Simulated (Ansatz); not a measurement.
**Electric field gradients in TaC under strain**

The cell is a COD entry, relaxed with PBE at fixed cell and then changed (z stretched by 2 %, ions relaxed).

```
Ta C
1.0
     0.00000    2.24500    2.28990
     2.24500    0.00000    2.28990
     2.24500    2.24500    0.00000
Ta C
1 1
Direct
  0.00000 0.00000 0.00000
  0.50000 0.50000 0.50000
```

Sites (sets of like atoms) are named by element and the number of their first atom in this list.

All values are calculated (Ansatz; DFT, PBE, plane waves and PAW, scalar-relativistic, collinear spin, 420 eV cutoff, Γ-centred 18×18×18 k-points, Fermi–Dirac smearing 0.05 eV), not measured. Start moments as typed (μB): 1 on each Ta, none on the rest.

Conventions: |V_zz| ≥ |V_yy| ≥ |V_xx|, η = (V_xx − V_yy)/V_zz, C_Q = eQV_zz/h.

181Ta: I = 7/2, Q = 3170 mb. Quadrupole moments are those of Pyykkö's year-2017 table.

Problem. What field gradients does the calculation give at each kind of site?

Solution. 

```
site  atoms (order as listed)          first shell  V_zz (10²¹ V/m²)     η  C_Q (MHz)
  Ta                        1   6 C at 2.25–2.29 Å              9.15  0.00        701
   C                        2  6 Ta at 2.25–2.29 Å              0.36  0.00          –
```

An axis of threefold or higher order runs through Ta and C, so V_zz lies along it and η is zero.

C has no stable isotope with a ground-state quadrupole moment in the table, so no C_Q is given.

The run finds no gap above 0.1 eV (a metal, or nearly one), so the gradients can move by 10 % or more with the k-mesh. Without spin–orbit coupling the gradients at and beside Ta can be off by some per cent, at some sites by more. With these PAW files V_zz is typically within 2 to 3 % of all-electron values, but misses above 10 % occur on Ta. At this changed cell the PBE pressure is -9 GPa. The start moments die out, and the run ends without spin.
